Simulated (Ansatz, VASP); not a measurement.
Two plane-wave programs on Sc

```xyz
1
Lattice="3.2020 0.0000 0.0000 1.5021 2.8441 0.0000 1.5490 0.9264 2.6742" Properties=species:S:1:pos:R:3 pbc="T T T"
Sc    0.0000    0.0000    0.0000
```

This isn't the form of Sc at room conditions, which is hcp.

Alike in both runs: task relaxation of cell and atoms; functional BLYP; k mesh 10 × 10 × 10; occupations fermi-dirac, width 0.05 eV; no spin polarisation.

```csv
,VASP,Ansatz
version,VASP 6.6.1,Ansatz 0.2.0
potentials or method,"VASP PAW PBE potentials, release 64 (Sc_sv)",Ansatz PAW
plane-wave cutoff (eV),600,420
valence electrons in the cell,11,11
```

VASP gave:

```
gap on the k mesh at the Fermi level, each at its own relaxed structure (eV) : none
relaxed volume (Å³/atom)                                                     : 25.00
relaxed cell length with the largest relative difference (Å)                 : 3.289
energy change over the relaxation (meV/atom)                                 : -7
```

Task: Estimate Ansatz's values.

Result: gap on the k mesh at the Fermi level, each at its own relaxed structure (eV): none; relaxed volume (Å³/atom): 24.97; relaxed cell length with the largest relative difference (Å): 3.284; energy change over the relaxation (meV/atom): -7.

A gap of «none» marks a metal or a gap that the smearing closes.

Caveats: the PAW data sets were made with another functional, which shifts forces and pressure a little (VASP); the plane-wave basis is chosen anew once the cell has moved, so the energies of steps on either side of that aren't comparable (Ansatz); the PAW data sets come from PBE, with cores solved anew for the run's functional, which leaves a small shift of forces and pressure (Ansatz).
